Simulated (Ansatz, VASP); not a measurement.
CaO (kpbe) in VASP and in Ansatz

```
Ca O
1.0
     0.00000    2.41539    2.41539
     2.41539    0.00000    2.41539
     2.41539    2.41539    0.00000
Ca O
1 1
Cartesian
  0.0000 0.0000 0.0000
  2.4154 2.4154 2.4154
```

Alike in both runs: functional PBE; k mesh 8 × 8 × 8; occupations gaussian, width 0.02 eV; no spin polarisation.

Ansatz relaxed the structure, and its values are those at the end. VASP's run is a single point on that final structure, the one shown.

```csv
,VASP,Ansatz
version,VASP 6.6.1,Ansatz 0.2.0
potentials or method,"VASP PAW PBE potentials, release 64 (Ca_sv, O)","scalar-relativistic, plane waves, PAW"
plane-wave cutoff (eV),520,420
valence electrons in the cell,16,16
```

Ansatz gave:

| Property | Result |
| --- | --- |
| gap on the k mesh at the Fermi level (eV) | 3.66 |
| least direct gap on the mesh (eV) | 4.03 |
| pressure (GPa) | 0.0 |

**Question.** What did VASP give for the same quantities?

**Answer.** gap on the k mesh at the Fermi level (eV): 3.64; least direct gap on the mesh (eV): 4.02; pressure (GPa): 0.5.

Expect the measured gap to be larger: semilocal functionals such as PBE lack the derivative discontinuity. A k mesh can miss the band edges.
